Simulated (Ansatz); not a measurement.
GaN (wurtzite): a one-shot G0W0 calculation in Ansatz 0.2.0 (G0W0@PBE with 135 empty bands, a screening cutoff of 120 eV and a 6×6×4 mesh). Cell and atoms come from a relaxation with r2SCAN.

Input file:
```yaml
crystal:
  lattice:
    - [3.1831494038, 0.0, 0.0]
    - [-1.5915747019, 2.7566882477, 0.0]
    - [0.0, 0.0, 5.1836255107]
  atoms:
    - { symbol: Ga, position: [0.3333333333, 0.6666666667, -0.0008868064] }
    - { symbol: Ga, position: [0.6666666667, 0.3333333333, 0.4991131936] }
    - { symbol: "N", position: [0.3333333333, 0.6666666667, 0.3758868064] }
    - { symbol: "N", position: [0.6666666667, 0.3333333333, 0.8758868064] }
kpoints:
  mp_grid: { grid: [6, 6, 4] }
hamiltonian:
  xc: pbe
scf:
  occupations: { method: fixed }
gw:
  n_empty_bands: 135
  ecut_chi: 120
  qp_bands: [v2, c2]
  qp_kpoints: band_edges
  screening: { model: contour_deformation }
```

Run as `ansatz run input.yaml --threads 4 --pin off --max-ram 7372MiB --backend cpu --events-out ev --progress --plain --runs-dir out`. It took 71 s on 4 threads of Arm Neoverse V1, with other jobs on the host, load about 1.1 per core; peak host memory 0.56 GiB.

Output, abridged:
```
Pseudopotential: Ga, paw, valence charge 13, recommended cutoff 420 eV (normal)
Pseudopotential: N, paw, valence charge 5, recommended cutoff 420 eV (normal)
Functional definition: PBE
Crystal: 4 atoms, lattice volume = 45.486 Å³
Basis set: ecut = 420 eV, 893 PW (Γ)
Bands: 22, of which v1, the nominal top of the filled ones, is band 18 counted from 1 (17 counted from 0)
Symmetry: 12 space group operations
Space group: P63mc (ITA 186)
k-points: 21 of 144 (time reversal used)
SCF 1 converged in 6 iterations: F = -8335.804057 eV  dr2 = 1.51e-8
SCF converged after 6 iterations
Free energy (F): -8335.804057 eV
Fermi energy:    9.765173 eV
--- G₀W₀: contour deformation, 6 samples at zero and on the imaginary axis and 2 off it, 144 q-points, 135 empty bands' worth ---
    ik  band        ε_KS         Σx   Σc(E_QP)       V_xc       Z   E_QP_lin       E_QP  E_QP is
     0    17      9.7652   -23.9363     3.1264   -20.2872  0.7718     9.2388     9.2425  root
     0    18      9.7652   -23.9363     3.1264   -20.2872  0.7718     9.2388     9.2425  root
     0    19     11.6980   -11.5221    -3.6402   -15.7710  0.8059    12.3106    12.3067  root
     0    20     14.0441   -10.2002    -4.4043   -15.3218  0.8115    14.7680    14.7613  root
     1    17      9.6066   -23.8029     3.1694   -20.0903  0.7714     9.0594     9.0634  root
     1    18      9.6066   -23.8029     3.1694   -20.0903  0.7714     9.0594     9.0634  root
     1    19     12.8971   -12.1896    -3.6340   -16.4972  0.7967    13.5761    13.5707  root
     1    20     14.1501   -10.1757    -4.4285   -15.3377  0.8084    14.8908    14.8836  root
     2    17      9.2335   -23.4663     3.2543   -19.6247  0.7704     8.6412     8.6462  root
     2    18      9.2335   -23.4663     3.2543   -19.6247  0.7704     8.6412     8.6462  root
     2    19     14.0356   -10.8580    -4.2851   -15.9062  0.7980    14.8069    14.7988  root
     2    20     14.0356   -10.8580    -4.2851   -15.9062  0.7980    14.8069    14.7988  root
     3    17      9.4412   -23.3850     3.1267   -19.7082  0.7713     8.8870     8.8912  root
     3    18      9.5214   -23.6827     3.1822   -19.9508  0.7712     8.9675     8.9717  root
     3    19     13.2161   -11.9840    -3.7436   -16.4269  0.7958    13.9213    13.9155  root
     3    20     15.3254   -10.4623    -4.6293   -15.9227  0.8007    16.1667    16.1564  root
     4    17      9.0584   -23.1486     3.2276   -19.3163  0.7703     8.4484     8.4538  root
     4    18      9.3123   -23.4882     3.2263   -19.6847  0.7707     8.7304     8.7351  root
     4    19     13.7972   -11.4966    -3.9916   -16.2195  0.7939    14.5356    14.5285  root
     4    20     15.3944   -10.4363    -4.6808   -15.9643  0.7965    16.2527    16.2416  root
     5    17      8.8349   -23.0523     3.3214   -19.0985  0.7692     8.1965     8.2026  root
     5    18      8.8349   -23.0523     3.3214   -19.0985  0.7692     8.1965     8.2026  root
     5    19     14.9379   -10.7380    -4.4947   -16.0427  0.7897    15.7581    15.7478  root
     5    20     14.9379   -10.7380    -4.4947   -16.0427  0.7897    15.7581    15.7478  root
     6    17      8.5013   -22.3576     3.2691   -18.4265  0.7690     7.8324     7.8394  root
     6    18      9.0115   -23.1675     3.2924   -19.2714  0.7695     8.4025     8.4078  root
     6    19     14.6507   -10.0621    -4.3840   -15.1333  0.7994    15.3445    15.3379  root
     6    20     15.5248    -9.5755    -4.5960   -14.8618  0.8102    16.2219    16.2151  root
     7    17      8.5924   -22.6960     3.3285   -18.7206  0.7682     7.9390     7.9455  root
     7    18      8.7368   -22.9085     3.3402   -18.9323  0.7686     8.0946     8.1008  root
     7    19     14.2030    -9.4113    -4.2746   -14.2531  0.8096    14.7743    14.7702  root
     7    20     15.5010    -8.9639    -4.5531   -14.1049  0.8082    16.0939    16.0889  root
     8    17      8.1318   -22.3640     3.4547   -18.2117  0.7660     7.4261     7.4342  root
     8    18      8.1318   -22.3640     3.4547   -18.2117  0.7660     7.4261     7.4342  root
     8    19     14.6585    -9.1988    -4.3265   -14.0707  0.8091    15.2078    15.2039  root
     8    20     14.6585    -9.1988    -4.3265   -14.0707  0.8091    15.2078    15.2039  root
  […]
```

The points are ik 0 = (0, 0, 0) (Γ), ik 1 = (0, 0, 1/4), ik 2 = (0, 0, -1/2) (A), ik 3 = (0, 1/6, 0), ik 4 = (0, 1/6, 1/4), ik 5 = (0, 1/6, -1/2), ik 6 = (0, 1/3, 0), ik 7 = (0, 1/3, 1/4), ik 8 = (0, 1/3, -1/2), ik 9 = (0, -1/2, 0) (M), ik 10 = (0, -1/2, 1/4), ik 11 = (0, -1/2, -1/2) (L); band 18 is the last filled one.

The quasiparticle gap on this mesh is 3.06 eV (direct at Γ), against 1.93 eV from PBE: +1.13 eV. Renormalisation factors Z lie between 0.76 and 0.82. G0W0 here is at a finite number of bands, screening cutoff and k mesh, not at the basis limit.

(Simulation; spin polarisation is off.)

With a shallow d shell on the cation, G0W0 converges slowly in bands and cutoff, so these values are in doubt.
